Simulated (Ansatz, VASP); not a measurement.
# CdTe: VASP beside Ansatz

```
Cd Te
1.0
     0.00000    3.26009    3.26009
     3.26009    0.00000    3.26009
     3.26009    3.26009    0.00000
Cd Te
1 1
Cartesian
  0.0000 0.0000 0.0000
  4.8901 4.8901 4.8901
```

Change from the starting cell: volume scaled by 0.98.

Alike in both runs: task single point; functional PBEsol; k mesh 7 × 7 × 7; occupations fermi-dirac, width 0.01 eV; no spin polarisation.

|  | VASP | Ansatz |
| --- | --- | --- |
| version | VASP 6.6.1 | Ansatz 0.2.0 |
| potentials or method | VASP PAW PBE potentials, release 64 (Cd, Te), cutoff 520 eV | all-electron LAPW, scalar-relativistic |

Ansatz gave:

```
gap on the k mesh at the Fermi level (eV) : 0.61
pressure (GPa)                            : -0.6
```

Task: Which values does VASP return?

Result: gap on the k mesh at the Fermi level (eV): 0.61; pressure (GPa): -0.4.

Ansatz ran all-electron here, so the differences hold the error of VASP's frozen core and of both bases.

Caveats: the PAW data sets were made with another functional, which shifts forces and pressure a little (VASP); spin-orbit coupling is left out, which moves the levels of the heavy elements.
